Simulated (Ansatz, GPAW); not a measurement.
## A script for KCl (GLLB-SC)

These are simulated results from GPAW 26.7.0, not measurements. The cell began as a measured structure and was relaxed with r2SCAN in plane waves (Ansatz 0.2.0). All runs are without spin polarisation.

It is cubic, Pm-3m (No. 221); conventional cell a = 3.771 Å, 26.81 Å³ an atom. K is surrounded by 8 Cl at 3.27 Å; Cl is surrounded by 8 K at 3.27 Å.

GLLB-SC is a model potential. Its fundamental gap is the Kohn-Sham gap plus a derivative discontinuity, which the script evaluates at the band edges among the listed k points. Its total energy isn't variational and serves nothing here.

The script, run.py:

```python
import json
from ase import Atoms
from gpaw import GPAW, PW, FermiDirac

atoms = Atoms(['K', 'Cl'],
              cell=[[3.770809, -0.0, -0.0], [0.0, 3.770809, 0.0], [-0.0, 0.0, 3.770809]],
              scaled_positions=[[0.0, 0.0, -0.0], [0.5, 0.5, 0.5]],
              pbc=True)
calc = GPAW(mode=PW(400), xc='GLLBSC', kpts={'size': (4, 4, 4), 'gamma': True},
            occupations=FermiDirac(0.02), maxiter=100, legacy_gpaw=True, txt='gpaw.txt')
atoms.calc = calc
res = {'energy': atoms.get_potential_energy(force_consistent=True)}
res['electrons'] = calc.get_number_of_electrons()
res['k'] = calc.get_ibz_k_points().tolist()
res['levels'] = [calc.get_eigenvalues(kpt=i).tolist() for i in range(len(res['k']))]
points = [[0.0, 0.0, 0.0], [0.0, 0.5, 0.0], [0.5, 0.5, 0.0], [0.5, 0.5, 0.5], [0.0, 0.5, 0.5]]
bands = calc.fixed_density(kpts=points, symmetry='off', nbands=round(res['electrons']) // 2 + 6, convergence={'bands': -2}, txt='bands.txt')
res['points'] = [bands.get_eigenvalues(kpt=i).tolist() for i in range(len(points))]
homo, lumo = bands.get_homo_lumo()
potential = calc.hamiltonian.xc.response.calculate_discontinuity_potential(homo, lumo)
res['discontinuity'] = bands.hamiltonian.xc.response.calculate_discontinuity(potential)
json.dump(res, open('results.json', 'w'))
print('free energy (eV):', round(res['energy'], 5))
```

Command: `python run.py`. It took 6.5 s on 1 thread of Arm Neoverse V1, with other jobs on the host, peak memory 0.14 GiB.

The log gpaw.txt, trimmed of paths, versions and times, then the last line on the terminal. An iter line gives the energy in eV and the logarithms of the changes of orbitals (plane waves alone) and density (c: converged):

```
___ ___ ___ _ _ _
 |   |   |_  | | | |

 | | | | | . | | | |

 |__ |  _|___|_____|  26.7.0
 |___|_|

Input parameters:
  kpts: {gamma: True,
         size: (4, 4, 4)}
  maxiter: 100
  mode: {ecut: 400.0,
         name: pw}
  occupations: {fixmagmom: False,
                name: fermi-dirac,
                width: 0.02}
  xc: GLLBSC

System changes: positions, numbers, cell, pbc, initial_charges, initial_magmoms

Initialize ...

species:
  K:
    name:    Potassium
    Z:       19.0
    valence: 9
    core:    10
    charge:  0.0  # [|e|]
    compensation charges:
      type: gauss
      rc: 0.35  # [Å]
      lmax: 2
    cutoffs:
      filter: 1.91  # [Å]
      core: 1.27  # [Å]
    projectors
    | kind |    occ | energy [eV] | rcut [Å] |

    |------|--------|-------------|----------|

    |   3s |  2.000 |     -35.517 |    1.122 |

    |   4s |  1.000 |      -3.176 |    1.122 |

    |   3p |  6.000 |     -18.819 |    1.106 |

    |    p |        |       8.392 |    1.106 |

    |    d |        |       0.000 |    0.937 |

    Using partial waves for K as LCAO basis

  Cl:
    name:    Chlorine
    Z:       17.0
    valence: 7
    core:    10
    charge:  0.0  # [|e|]
    compensation charges:
      type: gauss
      rc: 0.25  # [Å]
      lmax: 2
    cutoffs:
      filter: 1.40  # [Å]
      core: 1.49  # [Å]
    projectors
    | kind |    occ | energy [eV] | rcut [Å] |

    |------|--------|-------------|----------|

    |   3s |  2.000 |     -24.525 |    0.794 |

    |   3p |  5.000 |     -12.463 |    0.794 |

    |    s |        |       2.686 |    0.794 |

    |    p |        |      14.748 |    0.794 |

    |    d |        |       0.000 |    0.794 |

    Using partial waves for Cl as LCAO basis

Reference energy: -28895.472759  # eV

Spin-paired calculation

Convergence criteria:
 Maximum [total energy] change in last 3 cyles: 0.0005 eV / valence electron
 Maximum integral of absolute [dens]ity change: 0.0001 electrons / valence electron
 Maximum integral of absolute [eigenst]ate change: 4e-08 eV^2 / valence electron
 Maximum number of scf [iter]ations: 100
 (Square brackets indicate name in SCF output, whereas a 'c' in
 the SCF output indicates the quantity has converged.)

Symmetries present (total): 48

  ( 1  0  0)  ( 1  0  0)  ( 1  0  0)  ( 1  0  0)  ( 1  0  0)  ( 1  0  0)
  ( 0  1  0)  ( 0  1  0)  ( 0  0  1)  ( 0  0  1)  ( 0  0 -1)  ( 0  0 -1)
  ( 0  0  1)  ( 0  0 -1)  ( 0  1  0)  ( 0 -1  0)  ( 0  1  0)  ( 0 -1  0)

  ( 1  0  0)  ( 1  0  0)  ( 0  1  0)  ( 0  1  0)  ( 0  1  0)  ( 0  1  0)
  ( 0 -1  0)  ( 0 -1  0)  ( 1  0  0)  ( 1  0  0)  ( 0  0  1)  ( 0  0  1)
  ( 0  0  1)  ( 0  0 -1)  ( 0  0  1)  ( 0  0 -1)  ( 1  0  0)  (-1  0  0)

  ( 0  1  0)  ( 0  1  0)  ( 0  1  0)  ( 0  1  0)  ( 0  0  1)  ( 0  0  1)
  ( 0  0 -1)  ( 0  0 -1)  (-1  0  0)  (-1  0  0)  ( 1  0  0)  ( 1  0  0)
  ( 1  0  0)  (-1  0  0)  ( 0  0  1)  ( 0  0 -1)  ( 0  1  0)  ( 0 -1  0)

  ( 0  0  1)  ( 0  0  1)  ( 0  0  1)  ( 0  0  1)  ( 0  0  1)  ( 0  0  1)
  ( 0  1  0)  ( 0  1  0)  ( 0 -1  0)  ( 0 -1  0)  (-1  0  0)  (-1  0  0)
  ( 1  0  0)  (-1  0  0)  ( 1  0  0)  (-1  0  0)  ( 0  1  0)  ( 0 -1  0)

  ( 0  0 -1)  ( 0  0 -1)  ( 0  0 -1)  ( 0  0 -1)  ( 0  0 -1)  ( 0  0 -1)
[... 3 lines left out ...]
  ( 0  0 -1)  ( 0  0 -1)  ( 0 -1  0)  ( 0 -1  0)  ( 0 -1  0)  ( 0 -1  0)
  (-1  0  0)  (-1  0  0)  ( 1  0  0)  ( 1  0  0)  ( 0  0  1)  ( 0  0  1)
  ( 0  1  0)  ( 0 -1  0)  ( 0  0  1)  ( 0  0 -1)  ( 1  0  0)  (-1  0  0)

  ( 0 -1  0)  ( 0 -1  0)  ( 0 -1  0)  ( 0 -1  0)  (-1  0  0)  (-1  0  0)
  ( 0  0 -1)  ( 0  0 -1)  (-1  0  0)  (-1  0  0)  ( 0  1  0)  ( 0  1  0)
  ( 1  0  0)  (-1  0  0)  ( 0  0  1)  ( 0  0 -1)  ( 0  0  1)  ( 0  0 -1)

  (-1  0  0)  (-1  0  0)  (-1  0  0)  (-1  0  0)  (-1  0  0)  (-1  0  0)
  ( 0  0  1)  ( 0  0  1)  ( 0  0 -1)  ( 0  0 -1)  ( 0 -1  0)  ( 0 -1  0)
  ( 0  1  0)  ( 0 -1  0)  ( 0  1  0)  ( 0 -1  0)  ( 0  0  1)  ( 0  0 -1)

64 k-points: 4 x 4 x 4 Monkhorst-Pack grid + [1/8,1/8,1/8]
10 k-points in the irreducible part of the Brillouin zone
       k-points in crystal coordinates                weights
   0:     0.00000000    0.00000000    0.00000000          1/64
   1:     0.25000000    0.00000000    0.00000000          6/64
   2:     0.25000000    0.25000000    0.00000000         12/64
   3:     0.25000000    0.25000000    0.25000000          8/64
   4:     0.50000000    0.00000000    0.00000000          3/64
   5:     0.50000000    0.25000000    0.00000000         12/64
   6:     0.50000000    0.25000000    0.25000000         12/64
   7:     0.50000000    0.50000000    0.00000000          3/64
   8:     0.50000000    0.50000000    0.25000000          6/64
   9:     0.50000000    0.50000000    0.50000000          1/64

Wave functions: Plane wave expansion
  Cutoff energy: 400.000 eV
  Number of coefficients (min, max): 949, 992
  Pulay-stress correction: 0.000000 eV/Ang^3 (de/decut=0.000000)
  Using FFTW library
  ScaLapack parameters: grid=1x1, blocksize=None
  Wavefunction extrapolation:
    Improved wavefunction reuse through dual PAW basis

Occupation numbers: Fermi-Dirac:
  width: 0.0200  # eV

Eigensolver
   Davidson(niter=2)

Densities:
  Coarse grid: 18*18*18 grid
  Fine grid: 36*36*36 grid
  Total Charge: 0.000000

Density mixing:
  Method: separate
  Backend: msr1
  Linear mixing parameter: 0.05
  old densities: 10
  Width of damping distribution: 1.1
  Damping of long wavelength oscillations: 20

Hamiltonian:
  XC and Coulomb potentials evaluated on a 36*36*36 grid
  Using the GLLBSC Exchange-Correlation functional
  External potential:
    NoExternalPotential

XC parameters: GLLBSC functional being used consists of
  -----------------------------------------------------------------------
  | Weight | Module     | Description                                   |

  -----------------------------------------------------------------------
  |  1.000 | SCREENING  | GGA_X_PBE_SOL with 2 nearest neighbor stencil |

  |  1.000 | RESPONSE   | eps=0.0500 eV                                 |

  |  1.000 | XC         | GGA_C_PBE_SOL with 2 nearest neighbor stencil |

  -----------------------------------------------------------------------

Memory estimate:
  Process memory now: 110.71 MiB
  Calculator: 7.54 MiB
    Density: 3.34 MiB
      Arrays: 1.16 MiB
      Localized functions: 1.30 MiB
      Mixer: 0.89 MiB
    Hamiltonian: 0.79 MiB
      Arrays: 0.76 MiB
      XC: 0.00 MiB
      Poisson: 0.00 MiB
      vbar: 0.03 MiB
    Wavefunctions: 3.41 MiB
      Arrays psit_nG: 1.36 MiB
      Eigensolver: 0.22 MiB
      Projections: 0.04 MiB
      Projectors: 1.41 MiB
      PW-descriptor: 0.37 MiB

Total number of cores used: 1

Number of atoms: 2
Number of atomic orbitals: 9
Number of bands in calculation: 9
Number of valence electrons: 16
Bands to converge: occupied

... initialized

Initializing position-dependent things.

Density initialized from atomic densities
Creating initial wave functions:
  9 bands from LCAO basis set

   .--------.
  /|        |

 * |        |

 | |        |

 | |   Cl   |

 | .--------.
 |/        /
 K--------*
Positions:
   0 K      0.000000    0.000000    0.000000    ( 0.0000,  0.0000,  0.0000)
   1 Cl     1.885404    1.885404    1.885404    ( 0.0000,  0.0000,  0.0000)

Unit cell:
           periodic     x           y           z      points  spacing
  1. axis:    yes    3.770809   -0.000000   -0.000000    18     0.2095
  2. axis:    yes    0.000000    3.770809    0.000000    18     0.2095
  3. axis:    yes   -0.000000    0.000000    3.770809    18     0.2095

  Lengths:   3.770809   3.770809   3.770809
  Angles:   90.000000  90.000000  90.000000

Effective grid spacing dv^(1/3) = 0.2095

iter:   1    -9.043339
iter:   2    -7.954884   -1.22  -1.35
iter:   3    -7.507863   -1.56  -1.40
iter:   4    -7.217126   -1.81  -1.53
iter:   5    -7.228593   -1.97  -1.49
iter:   6    -7.082367   -2.60  -1.89
iter:   7    -7.055640   -3.25  -2.20
iter:   8    -7.050075   -3.82  -2.12
iter:   9    -7.053101c  -4.20  -2.51
iter:  10    -7.055953c  -4.32  -2.80
iter:  11    -7.055242c  -6.02  -3.86
iter:  12    -7.054810c  -6.88  -4.16c
iter:  13    -7.055021c  -7.47c -4.37c

Converged after 13 iterations.

Energy contributions relative to reference atoms: (reference = -28895.472759)

Kinetic:        +10.281535
Potential:       -8.040707
External:        +0.000000
XC:              -8.550806
Entropy (-ST):   -0.000000
Local:           -0.745043
SIC:             +0.000000
--------------------------
Free energy:     -7.055021
Extrapolated:    -7.055021

GLLBSC response reference energy: -1.35147 eV (from HOMO)

Showing only first 2 kpts
 Kpt  Band  Eigenvalues  Occupancy
  0     6     -1.52992    2.00000
  0     7     -1.52992    2.00000
  0     8      5.28953    0.00000

  1     6     -1.53514    2.00000
  1     7     -1.53514    2.00000
  1     8      6.42329    0.00000

Fermi level: 0.43687

Gap: 6.641 eV
Transition (v -> c):
  (s=0, k=7, n=7, [0.50, 0.50, 0.00]) -> (s=0, k=0, n=8, [0.00, 0.00, 0.00])
Direct/indirect transitions are different
Direct gap: 6.819 eV
Transition at: (s=0, k=0, n=7, [0.00, 0.00, 0.00])

free energy (eV): -7.05502
```

The gap in the log is over the mesh alone; results.json adds the listed points. GLLB-SC gives a gap of 9.36 eV (6.641 eV Kohn-Sham over the listed points plus 2.719 eV discontinuity). On the same cell, plane-wave PBE (Ansatz, 8×8×8 k points and the special points) gives a gap of 5.03 eV and r2SCAN a gap of 5.80 eV; on shared hosts these took about 1.9 and 4.8 core-seconds on the 2-atom cell, against 6.5 for the script. Semilocal gaps usually lie below measured ones.
